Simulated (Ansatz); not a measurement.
## How fast does H move in TaN?

These are results of DFT PBE, scalar-relativistic, plane waves, PAW in Ansatz, not measurements. (420 eV cutoff, 4×5×5 k-mesh, shifted by half a step, Gaussian smearing of 0.10 eV, no spin polarisation)

Host crystal, relaxed:

```
CELL_PARAMETERS angstrom
2.95018 0.00000 0.00000
-1.47509 2.55493 0.00000
0.00000 0.00000 2.89777
ATOMIC_POSITIONS crystal
Ta 0.33333 0.66667 0.50000
N 0.00000 0.00000 0.00000
```

In a supercell of 16 host sites, interstitial H hops to an equivalent place, moving 2.90 Å. Climbing-image nudged elastic band at fixed cell; the order of the saddle wasn't checked, and the small cell leaves errors of about a tenth of an eV. Zero-point motion and tunnelling, which matter for H, are left out.

A cell with an odd number of electrons and no spin polarisation is a metal by construction and may be lower with spin. Spin-orbit coupling is left out, which matters for the bands and energies of heavy elements.

```tsv
image	path (Å)	E − E(0) (eV)
0	0.00	0.000
1	0.47	0.193
2	0.94	1.032
3	1.41	1.853
4	1.88	1.032
5	2.36	0.193
6	2.83	0.000
```

Task: What are the barriers forward and back, and what attempt frequency does the shape suggest?

Result: Forward 1.85 eV, back 1.85 eV, the ends being level. For a sinusoidal profile E_b sin²(πx/l), with the H atom alone moving, ν = (1/l)√(E_b/2m) = 3.3×10¹³ s⁻¹, within an order of magnitude of the customary 10¹³ s⁻¹; a true prefactor needs the vibrations at the minimum and at the saddle.

Task: With ν = 10¹³ s⁻¹, give the forward jump rate along this one path, the wait 1/k for that jump, the diffusivity D ≈ l²k and the distance √(Dt) covered in an hour at 300, 600 and 1000 K, taking the host as solid throughout.

Result: k = ν exp(−E_b/k_BT):
```
T (K) k (1/s) wait (s) D (cm²/s)  √(Dt) in 1 h (nm)
  300  7.4×10⁻¹⁹  1.4×10¹⁸  6.2×10⁻³⁴           1.5×10⁻⁸
  600   2.7×10⁻³       368  2.3×10⁻¹⁸               0.91
 1000       4577  2.2×10⁻⁴  3.8×10⁻¹²               1176
```

D = l²k holds for six equivalent jumps in three dimensions (z l²k/6) and is a scale otherwise. Long-range transport needs a connected net of such jumps, and traps slow it. D is that of an interstitial already there. An error of 0.1 eV in the barrier changes k by a factor of 48 at 300 K and 3.2 at 1000 K.

Cost: 1 run of about 31 core-minutes, on Oxide Virtual Turin-like Processor (Zen 5) (shared hosts).